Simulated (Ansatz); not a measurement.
Molecular dynamics on a 2×2×2 supercell (16 atoms) of KCl (zincblende), relaxed with r2SCAN. Forces come from r2SCAN in Ansatz: constant energy and volume (NVE), velocities drawn at 450 K, steps of 3 fs. Computed, non-magnetic; the trajectory is short and the cell small, so nothing here is a converged average. The structure comes from a prototype and may be hypothetical.

```yaml
crystal:
  lattice:
    - [0.0, 7.0145657209, 7.0145657209]
    - [7.0145657209, 0.0, 7.0145657209]
    - [7.0145657209, 7.0145657209, 0.0]
  atoms:
    - { symbol: K, position: [0.0, 0.0, 0.0] }
    - { symbol: Cl, position: [0.125, 0.125, 0.125] }
    - { symbol: K, position: [0.0, 0.0, 0.5] }
    - { symbol: Cl, position: [0.125, 0.125, 0.625] }
    - { symbol: K, position: [0.0, 0.5, 0.0] }
    - { symbol: Cl, position: [0.125, 0.625, 0.125] }
    - { symbol: K, position: [0.0, 0.5, 0.5] }
    - { symbol: Cl, position: [0.125, 0.625, 0.625] }
    - { symbol: K, position: [0.5, 0.0, 0.0] }
    - { symbol: Cl, position: [0.625, 0.125, 0.125] }
    - { symbol: K, position: [0.5, 0.0, 0.5] }
    - { symbol: Cl, position: [0.625, 0.125, 0.625] }
    - { symbol: K, position: [0.5, 0.5, 0.0] }
    - { symbol: Cl, position: [0.625, 0.625, 0.125] }
    - { symbol: K, position: [0.5, 0.5, 0.5] }
    - { symbol: Cl, position: [0.625, 0.625, 0.625] }
kpoints:
  mp_grid: { grid: [2, 2, 2] }
hamiltonian:
  xc: r2scan
scf:
  occupations: { method: fermi_dirac, width: 0.039 }
md:
  ensemble: nve
  temperature: 450
  timestep: 3.0
  n_steps: 20
  initial_velocities: maxwell_boltzmann
  seed: 721
```

Run as `ansatz run input.yaml --threads 4 --pin off --max-ram 3686MiB --backend cpu --events-out ev --progress --plain --runs-dir out`.

Task: It ran on 4 threads of Intel(R) Xeon(R) Platinum 8375C CPU @ 2.90GHz (Ice Lake) (shared host), load about 0.5 per core. About how long did it take, and how much host memory at the peak?

Result: About 4.5 min, with a peak of 3.1 GiB.

Task: How do temperature and energy develop?

Result: The temperature goes from 450 K to 190 K in 60 fs. The atoms start on their lattice sites with kinetic energy alone, so much of it first passes into potential energy. The conserved energy stays within 0.05 meV an atom. By the last step the atoms have moved 0.25 Å in the root mean square, the drift of the whole cell taken out, 0.41 Å at most.
```tsv
step	t (fs)	T (K)	free energy F from step 0 (meV/atom)	kinetic energy (meV/atom)	largest force (eV/Å)
0	0	450	0.0	54.5	0.00
1	3	448	0.2	54.3	0.06
2	6	443	0.9	53.7	0.11
3	9	434	1.9	52.6	0.18
4	12	422	3.4	51.2	0.24
5	15	408	5.2	49.4	0.31
6	18	390	7.2	47.3	0.37
7	21	371	9.5	45.0	0.44
8	24	351	12.0	42.5	0.51
9	27	330	14.6	40.0	0.57
10	30	308	17.2	37.4	0.63
11	33	287	19.7	34.8	0.68
12	36	267	22.2	32.4	0.72
13	39	249	24.4	30.2	0.75
14	42	233	26.4	28.2	0.78
15	45	219	28.1	26.5	0.78
16	48	208	29.4	25.2	0.78
17	51	199	30.4	24.1	0.77
18	54	194	31.1	23.5	0.74
19	57	191	31.5	23.1	0.71
20	60	190	31.5	23.1	0.67
```

Positions (Å) and forces (eV/Å) at step 20:
```
K   -0.056   0.150   0.133     0.328  -0.114  -0.098
Cl   1.792   1.813   2.026    -0.163  -0.261   0.122
K    3.398   3.393   0.207    -0.066   0.086  -0.321
Cl   5.166   5.247   1.636     0.107   0.140  -0.072
K    3.705  -0.277   3.733    -0.129   0.449  -0.046
Cl   5.344   1.883   5.298     0.038  -0.307  -0.092
K    6.830   3.488   3.331     0.324  -0.129  -0.093
Cl   8.629   5.226   5.084     0.175  -0.443  -0.045
K   -0.148   3.668   3.443     0.282  -0.013   0.270
Cl   1.829   5.507   5.119    -0.128  -0.124   0.157
K    3.843   7.069   3.528    -0.373   0.158   0.038
Cl   5.251   8.975   5.376     0.164  -0.131  -0.021
K    3.566   3.370   7.001    -0.455   0.270  -0.142
Cl   5.060   5.220   8.691     0.290   0.065  -0.140
K    7.151   6.781   6.902    -0.425   0.422   0.293
Cl   8.762   8.677   8.615     0.031  -0.069   0.190
```
